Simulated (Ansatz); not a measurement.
TiSi2:

```
CELL_PARAMETERS angstrom
0.00000 4.11752 4.26290
2.38951 0.00000 4.26290
2.38951 4.11752 0.00000
ATOMIC_POSITIONS crystal
Ti 0.75000 0.75000 0.75000
Ti 0.50000 0.50000 0.50000
Si 0.41257 0.08743 0.41257
Si 0.08743 0.41257 0.08743
Si 0.16257 0.83743 0.16257
Si 0.83743 0.16257 0.83743
```

The cell is a database's computed one.

- Program: Ansatz 0.2.0
- Task: relaxation of cell and atoms
- Functional: PBE
- Dispersion: D3(BJ)
- Potentials or basis: Ansatz PAW
- Cutoff: 420 eV (not typed: the program's choice for these potentials)
- k mesh: 7 × 7 × 7
- Occupations: fermi-dirac, width 0.05 eV
- Spin: no spin polarisation

At the start: volume 13.98 Å³/atom.

Problem. How do energy, volume and symmetry change on relaxing?

Solution. It ends after 7 steps and the volume is 13.56 Å³/atom (-3.0 %); space group Fddd (No. 70, to 0.05 Å).

The path:
```tsv
step	energy change (eV)	largest force (eV/Å)	volume (Å³)
1	0.0000	0.0224	83.88
2	-0.0346	0.0158	80.96
3	-0.0387	0.0011	81.36
4	-0.0388	0.0017	81.36
5	-0.0384	0.0017	81.36
6	-0.0384	0.0012	81.34
7	-0.0384	0.0012	81.34
```

Final structure:
```
Ti Si
1.0
     0.00000    4.05353    4.23998
     2.36642    0.00000    4.23998
     2.36642    4.05353    0.00000
Ti Si
2 4
Direct
  0.75000 0.75000 0.75000
  0.50000 0.50000 0.50000
  0.41310 0.08690 0.41310
  0.08690 0.41310 0.08690
  0.16310 0.83690 0.16310
  0.83690 0.16310 0.83690
```

Caveat: the plane-wave basis is chosen anew once the cell has moved, so the energies of steps on either side of that aren't comparable; pairwise dispersion overbinds metals, which lowers pressure and volume.
